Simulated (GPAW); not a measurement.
Crystal: Zr.

```xyz
2
Lattice="3.2320 0.0000 0.0000 -1.6160 2.7990 0.0000 0.0000 0.0000 5.1470" Properties=species:S:1:pos:R:3 pbc="T T T"
Zr    1.6160    0.9330    3.8603
Zr    0.0000    1.8660    1.2868
```

```yaml
Program: GPAW 26.7.0
Task: single point
Functional: PBEsol
Potentials_or_basis: PAW data sets generated in the run's folder for this functional
Cutoff: 600 eV
Basis: pw
k_mesh: 9 × 9 × 5
Occupations: fermi-dirac, width 0.05 eV
Spin: no spin polarisation
```

On this cell: pressure -3.6 GPa; largest force under 0.003 eV/Å; band gap on the k mesh none (metal or under the smearing width).

The same run follows on a disturbed copy (atoms moved at random, drawn with an rms of 0.05 Å):

```
CELL_PARAMETERS angstrom
3.23200 0.00000 0.00000
-1.61600 2.79899 0.00000
0.00000 0.00000 5.14700
ATOMIC_POSITIONS crystal
Zr 0.66214 0.33864 0.74918
Zr 0.34713 0.68258 0.24458
```

Q: What changes?

A: The energy (extrapolated to zero smearing) moves by +1.0 meV/atom; pressure -3.6 GPa; largest force 0.096 eV/Å; band gap on the k mesh none (metal or under the smearing width).

Forces in eV/Å, atoms in the order of the input:
```
Zr   0.035  0.024 -0.086
Zr  -0.035 -0.024  0.086
```

Stress tensor (GPa, compression positive):
```
-4.02 -0.27 -0.01
-0.27 -3.63  0.00
-0.01  0.00 -3.03
```
